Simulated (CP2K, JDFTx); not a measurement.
Equation of state of Pt under r2SCAN

```cif
data_structure
_symmetry_space_group_name_H-M 'Fm-3m'
_symmetry_Int_Tables_number 225
_cell_length_a 3.9218
_cell_length_b 3.9218
_cell_length_c 3.9218
_cell_angle_alpha 90.000
_cell_angle_beta 90.000
_cell_angle_gamma 90.000
_cell_volume 60.32
loop_
_atom_site_label
_atom_site_type_symbol
_atom_site_symmetry_multiplicity
_atom_site_Wyckoff_symbol
_atom_site_fract_x
_atom_site_fract_y
_atom_site_fract_z
_atom_site_occupancy
Pt1 Pt 4 a 0.00000 0.00000 0.00000 1
```

The cell was scaled at fixed shape and fractions and run with CP2K, POTENTIAL_UZH Pt GTH-SCAN-q18; TZVP-MOLOPT-SCAN-GTH basis; r2SCAN, k mesh 12 × 12 × 12 on the cell of 1 atom, fermi-dirac occupations of 0.05 eV, no spin polarisation, no spin-orbit coupling. Energies are those that the program minimises, any entropy of the smearing included. For a metal such a mesh isn't converged to the digits shown.

| V (Å³/atom) | energy over the lowest row (meV/atom) |
| --- | --- |
| 14.1750 | 112.80 |
| 14.4766 | 63.95 |
| 14.7782 | ? |
| 15.0798 | 9.16 |
| 15.3814 | 0.00 |
| 15.6830 | 1.09 |
| 15.9846 | 11.20 |

**Question.** Fit the third-order Birch-Murnaghan form, give V0, B0 and B′, and predict the energy left open.

**Answer.** With y = (V0/V)^(2/3), E = E0 + (9 V0 B0/16) [(y - 1)³ B′ + (y - 1)² (6 - 4y)]. Least squares through the rows shown give V0 = 15.4971 Å³/atom, E0 = -0.73 meV, B0 = 266.6 GPa (1 eV/Å³ = 160.218 GPa) and B′ = 5.41, with a largest miss of 0.02 meV. At V = 14.7782 the form with these constants gives 29.98 meV; the run gave 29.97 meV an atom. Other set-ups at this level, from all their volumes (Å³/atom, GPa): JDFTx, SG15-PBE-1.2 with smoothed tails (made for PBE): V0 15.314, B0 273.7. Measured volume: 15.09 Å³/atom (arxiv:2412.16732), so the fit lies +2.7 % from it. The runs are for a static lattice.
